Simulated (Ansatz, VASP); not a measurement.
## Two plane-wave programs on GaSb3

```
Ga Sb
1.0
     0.00000    3.58577    3.58577
     3.58577    0.00000    3.58577
     3.58577    3.58577    0.00000
Ga Sb
1 3
Direct
  0.00000 0.00000 0.00000
  0.25000 0.25000 0.25000
  0.75000 0.75000 0.75000
  0.50000 0.50000 0.50000
```

Alike in both runs: functional PBEsol; dispersion D3(BJ); k mesh 10 × 10 × 10; occupations gaussian, width 0.1 eV; no spin polarisation.

Ansatz relaxed the structure, and its values are those at the end. VASP's run is a single point on that final structure, the one shown.

```csv
,VASP,Ansatz
version,VASP 6.6.1,Ansatz 0.2.0
potentials or method,"VASP PAW PBE potentials, release 64 (Ga_d, Sb)","scalar-relativistic, plane waves, PAW"
plane-wave cutoff (eV),520,420
valence electrons in the cell,28,58
```

Ansatz gave:

```
gap on the k mesh at the Fermi level (eV) : none
pressure (GPa)                            : 0.0
```

Problem. What did VASP give for the same quantities?

Solution. gap on the k mesh at the Fermi level (eV): none; pressure (GPa): 0.1.

A gap of «none» marks a metal or a gap that the smearing closes. The two sets of potentials don't hold the same shells in valence. Ansatz warned: «pseudo_functional_mismatch».

Caveats: the PAW data sets were made with another functional, which shifts forces and pressure a little (VASP); pairwise dispersion overbinds metals, which lowers pressure and volume. The runs have no spin-orbit coupling, so splittings on Sb are missing.
